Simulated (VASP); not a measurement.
Crystal: Ga2O3.

```
CELL_PARAMETERS angstrom
2.87694 0.00000 4.47767
-1.43847 2.49150 4.47767
-1.43847 -2.49150 4.47767
ATOMIC_POSITIONS crystal
Ga 0.35540 0.35540 0.35540
Ga 0.14460 0.14460 0.14460
Ga 0.64460 0.64460 0.64460
Ga 0.85540 0.85540 0.85540
O 0.55490 0.94510 0.25000
O 0.94510 0.25000 0.55490
O 0.25000 0.55490 0.94510
O 0.44510 0.05490 0.75000
O 0.05490 0.75000 0.44510
O 0.75000 0.44510 0.05490
```

The cell was built by a generator and needn't be a form met in nature.

Base run:

* Program: VASP 6.6.1
* Functional: r2SCAN
* Potentials or basis: VASP PAW PBE potentials, release 64 (Ga_d, O)
* Cutoff: 520 eV
* k mesh: 4 × 4 × 4
* Occupations: fermi-dirac, width 0.05 eV
* Spin: no spin polarisation

Its results: band gap on the k mesh 3.60 eV, indirect (least direct gap 3.82 eV); pressure 2.2 GPa; largest force 0.161 eV/Å.

The run is repeated on the same cell with these changes: functional from r2SCAN to SCAN. What comes out?

Band gap on the k mesh 3.49 eV, indirect (least direct gap 3.71 eV); pressure 1.0 GPa; largest force 0.166 eV/Å.

Caveats: the PAW data sets were made with another functional, which shifts forces and pressure a little.

A k mesh can miss the band edges.
